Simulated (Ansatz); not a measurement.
Runs of Ansatz 0.2.0 on Nb. It takes space group Fm-3m (No. 225, cubic). The conventional cell has a = 4.230 Å, b = 4.230 Å, c = 4.230 Å, α = 90.00°, β = 90.00°, γ = 90.00°. Around Nb (site symmetry m-3m) lie 12 Nb at 2.99 Å. This isn't the form of Nb at room conditions, which is bcc.

```tsv
task	level	cell	k mesh	cutoff (eV)	smearing	points for each segment of the path	mesh quality	gap on the mesh (eV)	V0 of scaled cells (Å³/atom)	relaxed volume (Å³/atom)	B0 (GPa)
band structure	HSE03	as given	6 × 6 × 6	420	fermi-dirac 0.05 eV	4	coarse	none	-	-	-
single point	PBE0	as given	6 × 6 × 6	420	fermi-dirac 0.05 eV	-	coarse	none	-	-	-
band structure	HSEsol	as given	6 × 6 × 6	420	fermi-dirac 0.05 eV	4	coarse	none	-	-	-
band structure	LDA	another cell of the same crystal, with 1 atom	11 × 11 × 11	420	fermi-dirac 0.02 eV	14	not flagged	none	-	-	-
equation of state	HSE06	as given	6 × 6 × 6	420	fermi-dirac 0.05 eV	-	coarse	-	18.69	-	(a)
relaxation of cell and atoms	HSEsol	relaxed	6 × 6 × 6	420	fermi-dirac 0.05 eV	-	coarse	none	-	(b)	-
equation of state	r2SCAN	as given	11 × 11 × 11	500	fermi-dirac 0.05 eV	-	not flagged	-	18.63	-	164
relaxation of cell and atoms	PBE0	relaxed	6 × 6 × 6	420	fermi-dirac 0.05 eV	-	coarse	none	-	18.70	-
```

Alike in all rows: potentials or basis Ansatz PAW; no spin polarisation.

Task: Estimate the missing entries.

Result: (a) 185; (b) 18.32.

Caveats: some runs use coarse meshes; the PAW data sets come from PBE, with cores solved anew for the run's functional, which leaves a small shift of forces and pressure; the plane-wave basis is chosen anew once the cell has moved, so the energies of steps on either side of that aren't comparable (some runs).

A k mesh can miss the band edges, and the runs leave out spin-orbit coupling on Nb.

A gap of «none» marks a metal or a gap under the smearing width.

Not every run made on this cell is shown here.
